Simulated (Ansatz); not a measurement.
Reaction (cleavage of the Al–Al bond): `[CH3][Al]([AlH2])[SiH3]` + `N=C(N)O` → `N/C(O)=[N]\[AlH2]` + `[CH3][AlH][SiH3]`

Calculated with Ansatz (gas phase, PBE0-D4/def2-TZVP geometries, no zero-point term in ΔE). CBS: MP2 limit from def2 TZ/QZ plus the TZ coupled-cluster correction, frozen cores. DFT in def2-TZVPP. B3LYP here is the variant with VWN-RPA as its local correlation; programs differ in this. Each species was taken in one conformer, which may not be the lowest.

```csv
level,ΔE (kJ/mol)
PBE-D4,-93.0
r2SCAN-D4,-110.9
B3LYP-D4,-114.4
CCSD/CBS(def2),-106.4
```

Q: What does CCSD(T)/CBS give? (Estimate.)

A: Computed: -105.7 kJ/mol. The listed levels differ from it by 12.7, -5.2, -8.7, -0.7 kJ/mol.

Largest T1 diagnostic among the species: 0.014.

CCSD(T)/CBS has its own doubt, a few kJ/mol and more with outer-core shells, so smaller differences from it don't rank the levels.
